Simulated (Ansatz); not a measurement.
# Fe3Ge (Pm-3m) in Ansatz: further runs

One crystal, Fe3Ge, is run at these levels: PBEsol; tasks: single point.

Program: Ansatz 0.2.0. These are calculated values, not measurements. Logs are shortened: lines on timing, memory, paths and dates and some standing lists are left out, and cuts for length are marked.

## (1) The crystal as given

It takes space group Pm-3m (No. 221, cubic). Conventional cell: a = 3.661 Å, b = 3.661 Å, c = 3.661 Å, α = 90.00°, β = 90.00°, γ = 90.00°. Ge (site symmetry m-3m) has 12 Fe at 2.59 Å as nearest neighbours. Fe (site symmetry 4/mmm) is surrounded by 4 Ge at 2.59 Å and 8 Fe at 2.59 Å.

The cell comes from a database or a generator and needn't be the stable form of this composition.

## (2) Single point, PBEsol, collinear spin, ferromagnetic start

The input, input.yaml:

```yaml
crystal:
  lattice:
    - [3.66050052, 0.0, 0.0]
    - [0.0, 3.66050052, 0.0]
    - [0.0, 0.0, 3.66050052]
  atoms:
    - { symbol: Ge, position: [0.0, 0.0, 0.0] }
    - { symbol: Fe, position: [0.5, 0.0, 0.5], spin: 1.5 }
    - { symbol: Fe, position: [0.5, 0.5, 0.0], spin: 1.5 }
    - { symbol: Fe, position: [0.0, 0.5, 0.5], spin: 1.5 }
hamiltonian:
  xc: pbesol
  pseudopotentials: { kind: paw }
magnetization:
  spin_polarized: true
  initial_magnetization: 4.5
  spin_locking: { lock_magnetization: hard }
kpoints:
  mp_grid: { grid: [6, 6, 6] }
scf:
  occupations: { method: fermi_dirac, width: 0.05 }
  lower_state_search: "off"
output:
  forces: true
  stress: true
  eigenvalues: true
```

Potentials or basis: Ansatz PAW.

Launch:

```bash
$ ansatz run input.yaml --threads 2 --pin off --max-ram 5632MiB --backend cpu --events-out ev --progress --plain --runs-dir out
```

Output:

```text
Warning: output.stress: scf.convergence.dr2_threshold = 1e-7 eV (the SCF's general default) is looser than the 4e-10 eV advised for a printed stress (1e-10 eV for each atom of the cell: 4). What an SCF threshold leaves in a stress goes as its square root, and in the free energy as the threshold itself, and one threshold admits the most on a small cell: of the crystals measured, under no hybrid functional and no lock of the moments, on runs that ended without the residual-converged pass, on stresses that held no estimate of that error, the worst erred by over 100 MPa in a component at 1e-7 eV an atom and by under 5 at 1e-10. Set scf.convergence.dr2_threshold to 4e-10 eV or tighter. The threshold is an SCF's pass mark: one that does not reach it within its budget of iterations ends unconverged, or closes short of it on a stop that the run arms, and scf.convergence.dr2_threshold's page says what that costs each kind of run
Warning: RAYON_NUM_THREADS=2 ignored (pool sized by the plan → 2); use --threads N
Engine: ansatz 0.2.0, aarch64-unknown-linux-gnu
Pseudopotentials: kind: paw
Pseudopotential: Ge, paw, valence charge 14, recommended cutoff 420 eV (normal), Ge.paw.azcp
Pseudopotential: Fe, paw, valence charge 16, recommended cutoff 420 eV (normal), Fe.paw.azcp
Functional definition: PBEsol
  exchange = pbesol_x
  correlation = pbesol_c
Crystal: 4 atoms, lattice volume = 49.048 Å³
Basis set: ecut = 420 eV, 949 PW (Γ), exchange–correlation on 50×50×50 points (8 copies of the dense FFT grid, shifted against one another)
Bands: 40, of which v1, the nominal top of the filled ones, is band 31 counted from 1 (30 counted from 0)
Symmetry: 48 space group operations
Space group: Pm-3m (ITA 221), of the structure as read, at distance tolerance 3.7e-5 Å
Magnetic group: BNS 221.92 (UNI 1594), of the structure as read, at distance tolerance 3.7e-5 Å
k-points: 20 of 216
Non-local potential: Ge, projectors of the file, l = 0: 2, l = 1: 2, l = 2: 3, l = 3: 1
Non-local potential: Fe, projectors of the file, l = 0: 3, l = 1: 2, l = 2: 3, l = 3: 1
PAW form: soft (Blöchl's): semilocal exchange-correlation on the pseudo side does not see the compensation charge
PAW frozen core: Ge, regenerated for the run's functional, and the local potential with it (the file was generated under x = pbe(κ = 0.804, μ = 0.2195149727645171), c = pbe(β = 0.06672455060314922))
PAW frozen core: Fe, regenerated for the run's functional, and the local potential with it (the file was generated under x = pbe(κ = 0.804, μ = 0.2195149727645171), c = pbe(β = 0.06672455060314922))
PAW one-centre angular grid: Ge, 590 points (default); XC on 64 Gauss nodes
PAW one-centre angular grid: Fe, 590 points (default); XC on 64 Gauss nodes
Initial density: superposition of atomic densities (chi_scale 0.1, normalization cell)
Starting moments: Σ|m| = 4.5 μB on 3 of 4 sites
Initial wavefunctions: pseudopotential atomic-orbital guess
Functional: x = pbesol(κ = 0.804, μ = 0.12345679012345678), c = pbesol(β = 0.046)
iter 1 solved again at ethr=2.01e-3 eV; its pass at ethr=3.10e-3 eV (dr2=1.25e0 eV) is discarded
SCF iter   1: F=—  HF=-17600.282945 eV  |F-HF|=—  |Δ(HF+E_count)|=         —  Δρ=3.71e-2 (↑2.66e-2 ↓3.71e-2)  dr2=1.24e0  dr2_m=2.10e-1  M=4.500 μB ∫|m|=4.611 μB  β_m=0.30  ethr=2.01e-3  ⟨swp⟩=1.0  Hψ=7099  notcnv=0
preconditioner: auto → Kerker (q_TF=auto, 2.837 Å⁻¹)  [metal: Δε(μ)=0.009 eV  Ē_g=11.781 eV  σ=0.050 eV  W_gap=0.04  n_scr=18 (ndim 8)  ℏωp=32.7 eV  f_vac=0.000  D(μ)=8.29/eV (n_scr^D=146)]
spin=Collinear: Kerker preconditioning applied to the charge; magnetization (m = ρ↑ − ρ↓) channel mixes plain (no charge-response kernel on spin).
SCF iter   2: F=—  HF=-17600.191712 eV  |F-HF|=—  |Δ(HF+E_count)|=   9.12e-2  Δρ=2.86e-2 (↑2.02e-2 ↓2.86e-2)  dr2=7.39e-1  dr2_m=1.35e-1  M=4.500 μB ∫|m|=4.648 μB  β_m=0.65  ethr=2.01e-3  ⟨swp⟩=2.0  Hψ=1879  notcnv=0
[... 17 lines left out ...]
Free energy (F): -17600.099919 eV
Harris-Foulkes:  -17600.099919 eV  (|F-HF|=8.80e-10)
Internal energy: -17600.044753 eV  (E = F + TS)
E sigma→0 (E₀):  -17600.072336 eV
Entropy (-TS):   -0.055166 eV (-13.791 meV/atom)
Fermi energy:    17.331793 (↑ 17.107748, ↓ 17.555838) eV
--- Per-component energies (eV) ---
  E_band       = -722.961675
  E_kinetic    = 1165.526082
  E_local      = -8271.003613  (includes V_loc(G=0)·N_el)
  E_nonlocal   = 1080.029909
  E_hartree    = 3514.614688
  E_xc         = -426.654122
  E_vxc        = -519.550471  (∫ρ·V_xc dr)
  E_paw        = -5984.465563  (= ΣΔE_a)
  E_vpaw       = -1207.193855  (= ΣTr[D̂ρ^β])
  E_aug_tail   = 0.002684  (compensation charges beyond the density's cutoff)
  E_ewald      = -8679.550360
  E_core_change = 1.455541  (= ΣΔE_core)
  E_smearing   = -0.055166  (= −TS)
  E_closure    = -0.000000  (closes the sum)
  Σ components = -17600.099919   (vs F -17600.099919, Δ=0.00e0)
--- Forces (eV/Å), atoms counted from 1 ---
  atom   1  Ge    -0.00000000     0.00000000    -0.00000000
  atom   2  Fe    -0.00000000    -0.00000000    -0.00000000
  atom   3  Fe     0.00000000     0.00000000     0.00000000
  atom   4  Fe     0.00000000     0.00000000     0.00000000
  max |Σ_I F_I| component: 8.82e-29 eV/Å
--- Stress (GPa, compression-positive) ---
      -18.310568       0.000000       0.000000
        0.000000     -18.310568       0.000000
        0.000000       0.000000     -18.310568
  P = ⅓ Tr σ = -18.3106 GPa (-183.106 kbar)
--- Band table (eV; the first three rows and the last of 40) ---
  k-point 0 ↑: bands = ["-70.2071", "-70.1529", "-70.1529", "-36.4882", "-36.4882", "-36.4882", "-36.3286", "-36.3286", "-36.3286", "-36.2698", "-36.2698", "-36.2698", "-7.1509", "-7.1509", "-7.1449", "-7.1449", "-7.1449", "5.4513", "12.1162", "13.5140", "13.5140", "13.8313", "13.8313", "13.8313", "15.7661", "15.7661", "15.7661", "16.4166", "16.4166", "16.4194", "16.4194", "16.4194", "17.2533", "17.5759", "17.5759", "17.5759", "20.6510", "24.3061", "24.3061", "26.9942"]
  k-point 1 ↑: bands = ["-70.2039", "-70.1561", "-70.1529", "-36.4803", "-36.4803", "-36.4747", "-36.3311", "-36.3311", "-36.3293", "-36.2850", "-36.2752", "-36.2752", "-7.1499", "-7.1462", "-7.1447", "-7.1445", "-7.1445", "5.7382", "12.1724", "13.0312", "13.7317", "13.7766", "13.7766", "13.9143", "15.3260", "15.3260", "15.6661", "15.6958", "16.3328", "16.4100", "16.6368", "16.6368", "17.1076", "17.5762", "18.1001", "18.1001", "21.3386", "24.2600", "25.0027", "26.3776"]
  k-point 2 ↑: bands = ["-70.1956", "-70.1643", "-70.1528", "-36.4619", "-36.4619", "-36.4378", "-36.3393", "-36.3393", "-36.3308", "-36.3255", "-36.2855", "-36.2855", "-7.1479", "-7.1442", "-7.1438", "-7.1438", "-7.1369", "6.5053", "11.0834", "12.9369", "13.6028", "13.6028", "14.1169", "14.2823", "15.1667", "15.1667", "15.3828", "15.4296", "15.9471", "16.3120", "16.3120", "16.3296", "16.7658", "17.5769", "19.5702", "19.5702", "21.5175", "24.1433", "24.4467", "24.4467"]
  k-point 19 ↓: bands = ["-68.4245", "-68.4245", "-68.4245", "-34.8590", "-34.7600", "-34.7600", "-34.7600", "-34.5606", "-34.5606", "-34.5561", "-34.5561", "-34.5561", "-7.1688", "-7.1688", "-7.1688", "-7.1412", "-7.1412", "8.4844", "13.8520", "13.8520", "13.8520", "13.9919", "13.9919", "13.9919", "16.3592", "16.3592", "16.3592", "17.1007", "17.5860", "17.5860", "17.5860", "17.9165", "17.9165", "18.6542", "18.6542", "18.6542", "19.2502", "22.6834", "22.6834", "22.6834"]
```

It took 3.2 s on 2 threads of Arm Neoverse V2, shared host; peak memory 0.35 GiB.

Results:

- Free energy: -17600.0999 eV
- Pressure: -18.3 GPa
- Net moment: 4.50 μB per cell
- Absolute moment: 4.83 μB per cell
- Site moments: Ge -0.09; Fe +1.54 μB

Caveat: the total moment is fixed, so each spin has its own Fermi level; the PAW data sets come from PBE, with cores solved anew for the run's functional, which leaves a small shift of forces and pressure; the thresholds are loose for stress.

## (3) Single point, PBEsol, collinear spin, ferromagnetic start

The input, input.yaml:

```yaml
crystal:
  lattice:
    - [3.66050052, 0.0, 0.0]
    - [0.0, 3.66050052, 0.0]
    - [0.0, 0.0, 3.66050052]
  atoms:
    - { symbol: Ge, position: [0.0, 0.0, 0.0] }
    - { symbol: Fe, position: [0.5, 0.0, 0.5], spin: 2.2666666667 }
    - { symbol: Fe, position: [0.5, 0.5, 0.0], spin: 2.2666666667 }
    - { symbol: Fe, position: [0.0, 0.5, 0.5], spin: 2.2666666667 }
hamiltonian:
  xc: pbesol
  pseudopotentials: { kind: paw }
magnetization:
  spin_polarized: true
  initial_magnetization: 6.8
  spin_locking: { lock_magnetization: hard }
kpoints:
  mp_grid: { grid: [6, 6, 6] }
scf:
  occupations: { method: fermi_dirac, width: 0.05 }
  lower_state_search: "off"
output:
  forces: true
  stress: true
  eigenvalues: true
```

Potentials or basis: Ansatz PAW.

Launch:

```bash
$ ansatz run input.yaml --threads 2 --pin off --max-ram 5632MiB --backend cpu --events-out ev --progress --plain --runs-dir out
```

Run time: 3.2 s. Hardware: 2 threads of Arm Neoverse V2, shared host; peak memory 0.35 GiB.

It converged, with:

```
Free energy     : -17600.4444 eV
Pressure        : -9.7 GPa
Net moment      : 6.80 μB per cell
Absolute moment : 7.24 μB per cell
Site moments    : Ge -0.11; Fe +2.32 μB
```

Caveat: the total moment is fixed, so each spin has its own Fermi level; the PAW data sets come from PBE, with cores solved anew for the run's functional, which leaves a small shift of forces and pressure; the thresholds are loose for stress.

## (4) Single point, PBEsol, collinear spin, ferromagnetic start

The input, input.yaml:

```yaml
crystal:
  lattice:
    - [3.66050052, 0.0, 0.0]
    - [0.0, 3.66050052, 0.0]
    - [0.0, 0.0, 3.66050052]
  atoms:
    - { symbol: Ge, position: [0.0, 0.0, 0.0] }
    - { symbol: Fe, position: [0.5, 0.0, 0.5], spin: 3.0 }
    - { symbol: Fe, position: [0.5, 0.5, 0.0], spin: 3.0 }
    - { symbol: Fe, position: [0.0, 0.5, 0.5], spin: 3.0 }
hamiltonian:
  xc: pbesol
  pseudopotentials: { kind: paw }
magnetization:
  spin_polarized: true
  initial_magnetization: 9.0
  spin_locking: { lock_magnetization: hard }
kpoints:
  mp_grid: { grid: [6, 6, 6] }
scf:
  occupations: { method: fermi_dirac, width: 0.05 }
  lower_state_search: "off"
output:
  forces: true
  stress: true
  eigenvalues: true
```

Launch:

```bash
$ ansatz run input.yaml --threads 2 --pin off --max-ram 5632MiB --backend cpu --events-out ev --progress --plain --runs-dir out
```

Run time: 3.4 s. Hardware: 2 threads of Arm Neoverse V2, shared host; peak memory 0.36 GiB.

Results (log left out):

| Item | Value |
| --- | --- |
| Free energy | -17599.5658 eV |
| Pressure | 5.1 GPa |
| Net moment | 9.00 μB per cell |
| Absolute moment | 9.04 μB per cell |
| Site moments | Ge +0.05; Fe +2.92 μB |

Caveat: the total moment is fixed, so each spin has its own Fermi level; the PAW data sets come from PBE, with cores solved anew for the run's functional, which leaves a small shift of forces and pressure; the thresholds are loose for stress.

## (5) Single point, PBEsol, collinear spin, ferromagnetic start

The input, input.yaml:

```yaml
crystal:
  lattice:
    - [3.66050052, 0.0, 0.0]
    - [0.0, 3.66050052, 0.0]
    - [0.0, 0.0, 3.66050052]
  atoms:
    - { symbol: Ge, position: [0.0, 0.0, 0.0] }
    - { symbol: Fe, position: [0.5, 0.0, 0.5], spin: 3.7333333333 }
    - { symbol: Fe, position: [0.5, 0.5, 0.0], spin: 3.7333333333 }
    - { symbol: Fe, position: [0.0, 0.5, 0.5], spin: 3.7333333333 }
hamiltonian:
  xc: pbesol
  pseudopotentials: { kind: paw }
magnetization:
  spin_polarized: true
  initial_magnetization: 11.2
  spin_locking: { lock_magnetization: hard }
kpoints:
  mp_grid: { grid: [6, 6, 6] }
scf:
  occupations: { method: fermi_dirac, width: 0.05 }
  lower_state_search: "off"
output:
  forces: true
  stress: true
  eigenvalues: true
  write_density: true
  write_potential: true
  elf: true
  volumetric_format: npy
```

Potentials or basis: Ansatz PAW.

Launch:

```bash
$ ansatz run input.yaml --threads 2 --pin off --max-ram 5632MiB --backend cpu --events-out ev --progress --plain --runs-dir out
```

Output:

```text
Warning: output.stress: scf.convergence.dr2_threshold = 1e-7 eV (the SCF's general default) is looser than the 4e-10 eV advised for a printed stress (1e-10 eV for each atom of the cell: 4). What an SCF threshold leaves in a stress goes as its square root, and in the free energy as the threshold itself, and one threshold admits the most on a small cell: of the crystals measured, under no hybrid functional and no lock of the moments, on runs that ended without the residual-converged pass, on stresses that held no estimate of that error, the worst erred by over 100 MPa in a component at 1e-7 eV an atom and by under 5 at 1e-10. Set scf.convergence.dr2_threshold to 4e-10 eV or tighter. The threshold is an SCF's pass mark: one that does not reach it within its budget of iterations ends unconverged, or closes short of it on a stop that the run arms, and scf.convergence.dr2_threshold's page says what that costs each kind of run
Warning: RAYON_NUM_THREADS=2 ignored (pool sized by the plan → 2); use --threads N
[... 4 set-up lines as earlier in the session ...]
[... 70 lines left out ...]
--- Stress (GPa, compression-positive) ---
       25.905970       0.000000       0.000000
       -0.000000      25.905970       0.000000
        0.000000       0.000000      25.905970
  P = ⅓ Tr σ = 25.9060 GPa (259.060 kbar)
--- Band table (eV; the first three rows and the last of 40) ---
  k-point 0 ↑: bands = ["-71.5212", "-71.4683", "-71.4683", "-37.7866", "-37.7866", "-37.7866", "-37.7133", "-37.7133", "-37.7133", "-37.4733", "-37.4733", "-37.4733", "-5.9069", "-5.9069", "-5.9027", "-5.9027", "-5.9027", "5.4022", "11.3569", "12.4761", "12.4761", "12.7683", "12.7683", "12.7683", "14.6281", "14.6281", "14.6281", "15.3797", "15.3797", "15.7675", "16.2878", "16.2878", "16.2878", "16.3110", "16.3110", "16.3110", "20.3965", "23.5874", "23.5874", "26.7446", "26.7446", "26.7446", "29.7559", "29.7559"]
  k-point 1 ↑: bands = ["-71.5181", "-71.4715", "-71.4683", "-37.7802", "-37.7802", "-37.7785", "-37.7156", "-37.7156", "-37.7140", "-37.4831", "-37.4775", "-37.4775", "-5.9057", "-5.9024", "-5.9022", "-5.9022", "-5.9013", "5.6988", "11.4547", "12.2039", "12.6739", "12.7807", "12.7807", "12.8415", "14.3575", "14.3575", "14.5406", "15.0023", "15.3772", "15.4868", "15.6366", "15.6452", "15.6452", "16.2881", "17.4871", "17.4871", "21.0568", "23.5719", "24.6328", "26.0463", "26.0463", "26.1421", "28.7680", "29.1730"]
  k-point 2 ↑: bands = ["-71.5100", "-71.4795", "-71.4683", "-37.7644", "-37.7644", "-37.7602", "-37.7227", "-37.7227", "-37.7153", "-37.5047", "-37.4862", "-37.4862", "-5.9033", "-5.9018", "-5.9014", "-5.9014", "-5.8903", "6.5053", "10.6846", "12.1216", "12.7622", "12.7622", "13.0162", "13.1695", "14.1233", "14.1233", "14.3027", "14.3374", "14.9824", "15.1410", "15.1410", "15.2023", "15.4449", "16.2888", "19.1269", "19.1269", "21.2717", "23.5334", "23.9961", "23.9961", "24.4837", "27.3615", "28.6506", "30.1540"]
  k-point 19 ↓: bands = ["-67.7164", "-67.7164", "-67.7164", "-34.1253", "-34.1049", "-34.1049", "-34.1049", "-33.8966", "-33.8966", "-33.8966", "-33.8154", "-33.8154", "-5.8091", "-5.8091", "-5.8091", "-5.7803", "-5.7803", "9.3875", "14.4422", "14.4422", "14.4422", "14.4986", "14.4986", "14.4986", "17.0231", "17.0231", "17.0231", "17.1153", "18.1072", "18.1072", "18.1072", "18.4121", "18.4121", "19.4085", "19.4085", "19.4085", "19.9204", "23.2910", "23.2910", "23.2910", "33.8646", "33.8646", "33.8646", "36.5681"]
```

rho_z.tsv:

```text
# z_ang	rho[e/angstrom^3]	rho_spin[e/angstrom^3]
# format = ansatz-planar-average/11
# lattice	3.660500520	0.000000000	0.000000000
# lattice	0.000000000	3.660500520	0.000000000
# lattice	0.000000000	0.000000000	3.660500520
# sites	4
# site	32	0.000000000	0.000000000	0.000000000
# site	26	1.830250260	0.000000000	1.830250260
# site	26	1.830250260	1.830250260	0.000000000
# site	26	0.000000000	1.830250260	1.830250260
0.000000	2.845391e0	3.684029e-1
0.146420	2.436047e0	3.195418e-1
0.292840	1.607482e0	2.206439e-1
0.439260	9.329276e-1	1.384400e-1
0.585680	5.596245e-1	8.877917e-2
0.732100	3.942886e-1	6.328466e-2
[... 17 lines left out ...]
3.367660	1.607482e0	2.206439e-1
3.514080	2.436047e0	3.195418e-1
```

Wall time 4.3 s (2 threads of Arm Neoverse V2, shared host); peak memory 0.36 GiB.

What came out:

| Quantity | Value |
| --- | --- |
| Free energy | -17596.5467 eV |
| Pressure | 25.9 GPa |
| Net moment | 11.20 μB per cell |
| Absolute moment | 11.21 μB per cell |
| Site moments | Ge +0.35; Fe +3.39 μB |

Caveat: the total moment is fixed, so each spin has its own Fermi level; the PAW data sets come from PBE, with cores solved anew for the run's functional, which leaves a small shift of forces and pressure; the thresholds are loose for stress.

## (6) The runs side by side

```csv
fixed moment (μB),pressure (GPa),moment (μB)
4.5,-18.3,4.50
6.8,-9.7,6.80
9.0,5.1,9.00
11.2,25.9,11.20
```

Alike in all rows: task single point; level PBEsol; potentials or basis Ansatz PAW; spin collinear, ferromagnetic start; cell as given; k mesh 6 × 6 × 6; cutoff (eV) 420; smearing fermi-dirac 0.05 eV.

Caveats: the total moment is fixed, so each spin has its own Fermi level; the PAW data sets come from PBE, with cores solved anew for the run's functional, which leaves a small shift of forces and pressure; the thresholds are loose for stress.

Absolute energies hang on the potentials; compare differences alone.
